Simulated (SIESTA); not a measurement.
Tl:

```xyz
2
Lattice="3.4560 0.0000 0.0000 -1.7280 2.9930 0.0000 0.0000 0.0000 5.5250" Properties=species:S:1:pos:R:3 pbc="T T T"
Tl    1.7280    0.9977    4.1438
Tl    0.0000    1.9953    1.3813
```

| Property | Result |
| --- | --- |
| Program | SIESTA 5.4.2 |
| Task | single point |
| Functional | PBE |
| Potentials or basis | PseudoDojo 0.4 standard (PBE files) |
| Basis | DZP (energy shift 0.002 Ry; radii capped at 9.5 bohr) |
| Grid cutoff | 500 Ry |
| Energy shift | 0.002 Ry |
| k mesh | 9 × 9 × 5 |
| Occupations | fermi-dirac, width 0.05 eV |
| Spin | no spin polarisation |

On this cell: pressure 3.6 GPa; largest force under 0.003 eV/Å; band gap on the k mesh none (metal or under the smearing width).

The same run follows on a disturbed copy (atoms moved at random, drawn with an rms of 0.05 Å):

```
Tl
1.0
     3.45600    0.00000    0.00000
    -1.72800    2.99298    0.00000
     0.00000    0.00000    5.52500
Tl
2
Direct
  0.66750 0.31964 0.74125
  0.32903 0.66275 0.24287
```

Question: What does the disturbed cell give?

Answer: The energy (extrapolated to zero smearing) moves by +0.2 meV/atom; pressure 3.6 GPa; largest force 0.034 eV/Å; band gap on the k mesh none (metal or under the smearing width).

Forces in eV/Å, atoms in the order of the input:
```
Tl  -0.010  0.010  0.031
Tl   0.010 -0.009 -0.031
```

Stress tensor (GPa, compression positive):
```
3.02 0.16 0.00
0.16 3.28 0.00
0.00 0.00 4.52
```

Caveats: semicore shells carry a single zeta, which can move pressures by several GPa and volumes by a few percent; the basis of atomic orbitals isn't converged, which shifts pressures, moduli and gaps.
